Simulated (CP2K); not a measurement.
# Al (Im-3m) in CP2K: a series of runs

The runs below take Al through atomic charges, single point, with RPBE+D3(BJ), LDA, RPBE.

Program: CP2K 2026.2. These are calculated values, not measurements. Logs are shortened: lines on timing, memory, paths and dates and some standing lists are left out, and cuts for length are marked.

### Step 1. The structure

The structure is cubic, space group Im-3m (No. 229). The conventional cell has a = 3.182 Å, b = 3.182 Å, c = 3.182 Å, α = 90.00°, β = 90.00°, γ = 90.00°. Al (site symmetry m-3m) has 8 Al at 2.76 Å as nearest neighbours.

This isn't the form of Al at room conditions, which is fcc.

### Step 2. Atomic charges, RPBE+D3(BJ) (volume scaled by 1.25)

al_charges.inp reads:

```
&GLOBAL
  PROJECT al_charges
  RUN_TYPE ENERGY_FORCE
  PRINT_LEVEL LOW
&END GLOBAL
&FORCE_EVAL
  METHOD QS
  STRESS_TENSOR ANALYTICAL
  &DFT
    BASIS_SET_FILE_NAME BASIS_MOLOPT_UZH
    POTENTIAL_FILE_NAME POTENTIAL_UZH
    &MGRID
      CUTOFF 450
      REL_CUTOFF 60
      NGRIDS 4
    &END MGRID
    &QS
      METHOD GPW
      EPS_DEFAULT 1.0E-10
    &END QS
    &KPOINTS
      SCHEME MONKHORST-PACK 12 12 12
      GAMMA_CENTERED T
      SYMMETRY T
      SYMMETRY_BACKEND SPGLIB
    &END KPOINTS
    &SCF
      SCF_GUESS ATOMIC
      EPS_SCF 1.0E-6
      MAX_SCF 100
      ADDED_MOS 8
      CHOLESKY OFF
      EPS_EIGVAL 1.0E-7
      &DIAGONALIZATION ON
        ALGORITHM STANDARD
      &END DIAGONALIZATION
      &MIXING ON
        METHOD BROYDEN_MIXING
        ALPHA 0.4
        BETA 1.5
        NBUFFER 8
      &END MIXING
      &SMEAR ON
        METHOD FERMI_DIRAC
        ELECTRONIC_TEMPERATURE 232.09
      &END SMEAR
    &END SCF
    &XC
      &XC_FUNCTIONAL
        &GGA_X_RPBE
        &END GGA_X_RPBE
        &GGA_C_PBE
        &END GGA_C_PBE
      &END XC_FUNCTIONAL
      &VDW_POTENTIAL
        POTENTIAL_TYPE PAIR_POTENTIAL
        &PAIR_POTENTIAL
          TYPE DFTD3(BJ)
          REFERENCE_FUNCTIONAL RPBE
          PARAMETER_FILE_NAME dftd3.dat
          R_CUTOFF 20
          D3_REFERENCE_CODE T
        &END PAIR_POTENTIAL
      &END VDW_POTENTIAL
    &END XC
    &PRINT
      &KPOINTS ON
      &END KPOINTS
      &MULLIKEN ON
      &END MULLIKEN
      &MO ON
        ENERGIES T
        OCCUPATION_NUMBERS T
        &EACH
          QS_SCF 0
        &END EACH
        ADD_LAST NUMERIC
      &END MO
      &LOWDIN ON
      &END LOWDIN
      &HIRSHFELD ON
        SHAPE_FUNCTION DENSITY
      &END HIRSHFELD
      &VORONOI ON
        VORONOI_RADII COVALENT
      &END VORONOI
    &END PRINT
  &END DFT
  &SUBSYS
    &CELL
      A 2.9688881500 0.0000000000 0.0000000000
      B -0.9896293833 2.7990945913 0.0000000000
      C -0.9896293833 -1.3995472956 2.4240870236
      PERIODIC XYZ
    &END CELL
    &COORD
      SCALED
      Al  0.0000000000 0.0000000000 0.0000000000
    &END COORD
    &KIND Al
      BASIS_SET TZVP-MOLOPT-PBE-GTH-q3
      POTENTIAL GTH-PBE-q3
    &END KIND
    &PRINT
      &ATOMIC_COORDINATES ON
      &END ATOMIC_COORDINATES
      &CELL ON
      &END CELL
    &END PRINT
  &END SUBSYS
  &PRINT
    &FORCES ON
    &END FORCES
    &STRESS_TENSOR ON
    &END STRESS_TENSOR
  &END PRINT
&END FORCE_EVAL
```

Potentials or basis: POTENTIAL_UZH Al GTH-PBE-q3; TZVP-MOLOPT-PBE-GTH basis.

On the command line:

```console
OMP_NUM_THREADS=1 cp2k.psmp -i al_charges.inp -o al_charges.out
```

al_charges.out:

```text

 CP2K| version string:                                       CP2K version 2026.2
 CP2K| Input file name                                            al_charges.inp

 GLOBAL| Force Environment number                                              1
 GLOBAL| Basis set file name                                    BASIS_MOLOPT_UZH
 GLOBAL| Potential file name                                       POTENTIAL_UZH
 GLOBAL| MM Potential file name                                     MM_POTENTIAL
 GLOBAL| Coordinate file name                                      __STD_INPUT__
 GLOBAL| Method name                                                        CP2K
 GLOBAL| Project name                                                 al_charges
 GLOBAL| Run type                                                   ENERGY_FORCE
 GLOBAL| FFT library                                                       FFTW3
[... 6 lines left out ...]
 GLOBAL| Total number of message passing processes                             1
 GLOBAL| Number of threads for this process                                    1
 GLOBAL| CPU model name                          Intel(R) Xeon(R) Platinum 8488C

 CELL| Volume [angstrom^3]:                                            20.144645
 CELL| Vector a [angstrom]:       2.969     0.000     0.000   |a| =     2.968888
 CELL| Vector b [angstrom]:      -0.990     2.799     0.000   |b| =     2.968888
 CELL| Vector c [angstrom]:      -0.990    -1.400     2.424   |c| =     2.968888
 CELL| Angle (b,c), alpha [degree]:                                   109.471221
 CELL| Angle (a,c), beta  [degree]:                                   109.471221
 CELL| Angle (a,b), gamma [degree]:                                   109.471221
 CELL| Numerically orthorhombic:                                              NO
 CELL| Periodicity                                                           XYZ

 CELL_REF| Volume [angstrom^3]:                                        20.144645
 CELL_REF| Vector a [angstrom     2.969     0.000     0.000   |a| =     2.968888
 CELL_REF| Vector b [angstrom    -0.990     2.799     0.000   |b| =     2.968888
 CELL_REF| Vector c [angstrom    -0.990    -1.400     2.424   |c| =     2.968888
 CELL_REF| Angle (b,c), alpha [degree]:                               109.471221
 CELL_REF| Angle (a,c), beta  [degree]:                               109.471221
 CELL_REF| Angle (a,b), gamma [degree]:                               109.471221
 CELL_REF| Numerically orthorhombic:                                          NO
 CELL_REF| Periodicity                                                       XYZ
[... 9 lines left out ...]
 TOTAL NUMBERS AND MAXIMUM NUMBERS

  Total number of            - Atomic kinds:                                   1
                             - Atoms:                                          1
                             - Shell sets:                                     1
                             - Shells:                                         7
                             - Primitive Cartesian functions:                  4
                             - Cartesian basis functions:                     18
                             - Spherical basis functions:                     17

  Maximum angular momentum of- Orbital basis functions:                        2
                             - Local part of the GTH pseudopotential:          0
                             - Non-local part of the GTH pseudopotential:      2

 MODULE QUICKSTEP: ATOMIC COORDINATES IN ANGSTROM

   Atom Kind Element         X             Y             Z       Z(eff)     Mass
      1    1 Al   13      0.000000      0.000000      0.000000   3.0000  26.9815

 SCF PARAMETERS         Density guess:                                    ATOMIC
                        --------------------------------------------------------
                        max_scf:                                             100
[... 7 lines left out ...]
                        --------------------------------------------------------
                        level_shift [a.u.]:                             0.000000
                        added MOs                                         8    0
                        --------------------------------------------------------
                        Mixing method:                            BROYDEN_MIXING
                                                charge density mixing in g-space
                        --------------------------------------------------------
                        Smear method:                                FERMI_DIRAC
                        Electronic temperature [K]:                        232.1
                        Electronic temperature [a.u.]:                  7.35E-04
                        Accuracy threshold:                             1.00E-10
                        --------------------------------------------------------
                        No outer SCF

[... 56 lines left out ...]
 Extrapolation method: initial_guess

 Number of electrons:                                                          3
 Number of occupied orbitals:                                                  2
 Number of molecular orbitals:                                                10

 Number of orbital functions:                                                 17
 Number of independent orbital functions:                                     17

 SCF WAVEFUNCTION OPTIMIZATION

  Step     Update method      Time    Convergence         Total energy    Change
  ------------------------------------------------------------------------------
     1 NoMix/Diag. 0.40E+00   10.1     0.40771316        -2.2028594494 -2.20E+00
     2 Broy./Diag. 0.40E+00    7.4     0.00105449        -2.2218301308 -1.90E-02
     3 Broy./Diag. 0.40E+00    7.3     0.00441852        -2.1294340821  9.24E-02
     4 Broy./Diag. 0.40E+00    8.8     0.00399745        -2.1186936593  1.07E-02
     5 Broy./Diag. 0.40E+00    6.8     0.00079324        -2.1158680110  2.83E-03
     6 Broy./Diag. 0.40E+00    4.8     0.00003412        -2.1160789345 -2.11E-04
     7 Broy./Diag. 0.40E+00    6.4     0.00002450        -2.1159111932  1.68E-04
     8 Broy./Diag. 0.40E+00    6.8     0.00000555        -2.1159248131 -1.36E-05
     9 Broy./Diag. 0.40E+00    7.3     0.00000308        -2.1159327538 -7.94E-06
    10 Broy./Diag. 0.40E+00    8.6     0.00000311        -2.1159343603 -1.61E-06
    11 Broy./Diag. 0.40E+00    8.5     0.00000013        -2.1159342712  8.90E-08

  *** SCF run converged in    11 steps ***

  Electronic density on regular grids:         -2.9999999999        0.0000000001
  Core density on regular grids:                2.9999999992       -0.0000000008
  Total charge density on r-space grids:       -0.0000000007
  Total charge density g-space grids:          -0.0000000007

  Overlap energy of the core charge distribution:               0.00000000000000
  Self energy of the core charge distribution:                 -5.64177408513588
  Core Hamiltonian energy:                                      1.07674105694878
  Hartree energy:                                               3.25759401584966
  Exchange-correlation energy:                                 -0.75831106119228
  Dispersion energy:                                           -0.05016418616430
  Electronic entropic energy:                                  -0.00002001154918
  Fermi energy:                                                 0.19427793299389

  Total energy:                                                -2.11593427124284
  Total energy (extrapolated to T->0):                         -2.11592426546825

 MO| EIGENVALUES AND OCCUPATION NUMBERS FOR K POINT 1
 MO|
 MO|  Index      Eigenvalue [a.u.]        Eigenvalue [eV]             Occupation
 MO|      1               0.170991               4.652900               2.000000
 MO|      2               0.170991               4.652900               2.000000
 MO|      3               0.172448               4.692562               2.000000
 MO|      4               0.461348              12.553926               0.000000
 MO|      5               0.541788              14.742804               0.000000
 MO|      6               0.541788              14.742811               0.000000
 MO|      7               0.819340              22.295373               0.000000
 MO|      8               1.047848              28.513388               0.000000
 MO|      9               1.047848              28.513390               0.000000
 MO|     10               1.379403              37.535469               0.000000
 MO| Sum:                                                               6.000000
 MO| E(Fermi):            0.194278 a.u.          5.286571 eV
[... 201 lines left out ...]
 MO|
 MO|  Index      Eigenvalue [a.u.]        Eigenvalue [eV]             Occupation
 MO|      1               0.041636               1.132984               2.000000
 MO|      2               0.190089               5.172581               1.993327
 MO|      3               0.262660               7.147340               0.000000
 MO|      4               0.263244               7.163237               0.000000
 MO|      5               0.830233              22.591776               0.000000
 MO|      6               0.834094              22.696841               0.000000
 MO|      7               0.933051              25.389616               0.000000
 MO|      8               0.941328              25.614841               0.000000
 MO|      9               1.002628              27.282902               0.000000
 MO|     10               1.311186              35.679176               0.000000
 MO| Sum:                                                               3.993327
 MO| E(Fermi):            0.194278 a.u.          5.286571 eV

 [... the levels of further k-points ...]

 !-----------------------------------------------------------------------------!
                     Mulliken Population Analysis

 #  Atom  Element  Kind  Atomic population                           Net charge
       1     Al       1          3.000000                              0.000000
 # Total charge                              3.000000                  0.000000

 !-----------------------------------------------------------------------------!

 !-----------------------------------------------------------------------------!
                           Hirshfeld Charges

  #Atom  Element  Kind  Ref Charge     Population                    Net charge
      1       Al     1       3.000          3.000                        -0.000

  Total Charge                                                           -0.000
 !-----------------------------------------------------------------------------!

 VORONOI| Collecting electron density from MPI ranks and sending to library...
 VORONOI| Voronoi integration finished.

 LOWDIN POPULATION ANALYSIS

 #  Atom  Element  Kind  Atomic population                           Net charge
       1     Al       1          3.000000                              0.000000
 # Total charge                              3.000000                  0.000000

 ENERGY| Total FORCE_EVAL ( QS ) energy [hartree]             -2.115934330590117

 FORCES| Atomic forces [hartree/bohr]
 FORCES|   Atom     x               y               z               |f|
 FORCES|      1 -9.40650738E-17  7.67221948E-16 -2.19222205E-15   2.32450323E-15
 FORCES| Sum    -9.40650738E-17  7.67221948E-16 -2.19222205E-15
 FORCES| Total atomic force                                       2.32450323E-15

 STRESS| Analytical stress tensor [bar]
 STRESS|                        x                   y                   z
 STRESS|      x       -2.35925641261E+05   2.26228009812E-01  -3.58341629017E-02
 STRESS|      y        2.26228009812E-01  -2.35925546897E+05   2.29351493894E-02
 STRESS|      z       -3.58341629017E-02   2.29351493894E-02  -2.35925418445E+05
 STRESS| 1/3 Trace                                            -2.35925535534E+05
 STRESS| Determinant                                          -1.31318178068E+16

 STRESS| Eigenvectors and eigenvalues of the analytical stress tensor [bar]
 STRESS|                        1                   2                   3
 STRESS| Eigenvalues  -2.35925829522E+05  -2.35925414542E+05  -2.35925362539E+05
 STRESS|      x           0.772533132095     -0.020853057168      0.634631948315
 STRESS|      y          -0.626678420190      0.135993800808      0.767319909692
 STRESS|      z           0.102306976709      0.990490199925     -0.091991555962
```

Wall time 96 s (1 thread of Intel Xeon Platinum 8488C (Sapphire Rapids), shared host); peak memory 0.28 GiB.

What came out:

| Quantity | Value |
| --- | --- |
| Free energy | -57.5775 eV |
| Pressure | -23.6 GPa |
| Band gap on the k mesh | none (metal or under the smearing width) |

Caveat: so large a pressure means that the cell lies far from this level's equilibrium, or that cutoff or potentials fall short; the potentials were made for another functional, which shifts forces and pressure; the basis of atomic orbitals isn't converged, which shifts pressures, moduli and gaps; pairwise dispersion overbinds metals, which lowers pressure and volume.

(Part 1 of 2 ends here.)
